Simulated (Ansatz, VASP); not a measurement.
**I: VASP beside Ansatz**

```
I
1.0
    -2.04672    2.04672    2.04672
     2.04672   -2.04672    2.04672
     2.04672    2.04672   -2.04672
I
1
Direct
  0.00000 0.00000 0.00000
```

Change from the starting cell: volume scaled by 0.94.

Alike in both runs: task single point; functional PBE; k mesh 9 × 9 × 9; occupations fermi-dirac, width 0.05 eV; no spin polarisation.

|  | VASP | Ansatz |
| --- | --- | --- |
| version | VASP 6.6.1 | Ansatz 0.2.0 |
| potentials or method | VASP PAW PBE potentials, release 64 (I) | Ansatz PAW |
| plane-wave cutoff (eV) | 520 | 420 |
| valence electrons in the cell | 7 | 17 |

Ansatz gave:

```
gap on the k mesh at the Fermi level (eV) : none
pressure (GPa)                            : 1.5
```

Q: Estimate VASP's values.

A: gap on the k mesh at the Fermi level (eV): none; pressure (GPa): 1.4.

A gap of «none» marks a metal or a gap that the smearing closes. With one functional, cell and mesh, what is left measures potentials, basis and numerics. The two sets of potentials don't hold the same shells in valence.

Caveats: an odd number of electrons without spin polarisation forces a metal; a magnetic or distorted state may lie lower. Spin-orbit coupling is left out, which matters for the levels of I.
